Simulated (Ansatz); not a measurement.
**Ti under changes of volume**

One of the cells (17.676 Å³/atom); the others are scaled copies at fixed shape and fractional positions:

```
Ti
1.0
    -1.64100    1.64100    1.64100
     1.64100   -1.64100    1.64100
     1.64100    1.64100   -1.64100
Ti
1
Cartesian
  0.0000 0.0000 0.0000
```

This isn't the form of Ti at room conditions, which is hcp.

| Quantity | Value |
| --- | --- |
| Program | Ansatz 0.2.0 |
| Functional | PBE |
| Potentials or basis | all-electron LAPW, scalar-relativistic |
| Cutoff | 245 eV (chosen from the basis error) |
| Basis error allowed | 0.0005 eV/atom |
| k mesh | 11 × 11 × 11 |
| Occupations | fermi-dirac, width 0.05 eV |
| Spin | no spin polarisation |

| volume (Å³/atom) | energy over the lowest point (meV/atom) | pressure (GPa) |
| --- | --- | --- |
| 16.616 | 6.74 | 4.2 |
| 16.969 | 0.83 | 1.7 |
| 17.323 | 0.00 | -0.5 |
| 17.676 | 3.79 | -2.5 |
| 18.030 | ? | ? |
| 18.383 | 23.62 | -6.0 |
| 18.737 | 38.97 | -7.6 |

What does the run at 18.030 Å³/atom give?

Energy over the lowest point 11.78 meV/atom; pressure -4.4 GPa.

Worked out: A Birch-Murnaghan fit of order 3 (a polynomial in V^(-2/3)) to the other rows has its minimum at 17.21 Å³/atom with B0 = V·E''(V) = 105 GPa and B' = 3.6. It gives 11.80 meV/atom at 18.030 Å³/atom, against the run's 11.78, and -dE/dV = -4.5 GPa, against -4.4.

Energies are extrapolated to zero smearing.
